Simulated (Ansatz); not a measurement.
**Structures of SnGe2: which is lowest?**

Plane-wave DFT in Ansatz with scalar-relativistic PAW potentials, cutoff 420 eV, Γ-centred meshes chosen by cell and gap, Gaussian smearing with energies taken to zero width. Every cell was relaxed (cell and atoms) in a run of its own, within the symmetry of its start. Functional: PBEsol.

Relaxed structures (starts from databases or built by putting these elements on another compound's sites):
A. Fm-3m, 3 atoms in the computed cell, a = 6.673 Å; sites (symmetry × multiplicity) Sn m-3m × 4, Ge -43m × 8; start: built
B. Fddd, 6 atoms in the computed cell, a = 5.666 Å, b = 8.774 Å, c = 10.208 Å; sites (symmetry × multiplicity) Sn 222 × 8, Ge .2. × 16; start: built

**Question.** Rank them by energy. Could pressure change the order?

**Answer.**
| structure | group | E − E(lowest) (meV/atom) | V (Å³/atom) | gap on mesh (eV) |
| --- | --- | --- | --- | --- |
| B | Fddd | 0.0 | 21.15 | 0.00 |
| A | Fm-3m | 142 | 24.76 | 0.00 |

B is lowest, 142 meV/atom under A. The lowest is also the densest of these, so pressure wouldn't bring one of the others in at first order. Other structures may lie lower than all of these, and vibrations aren't counted.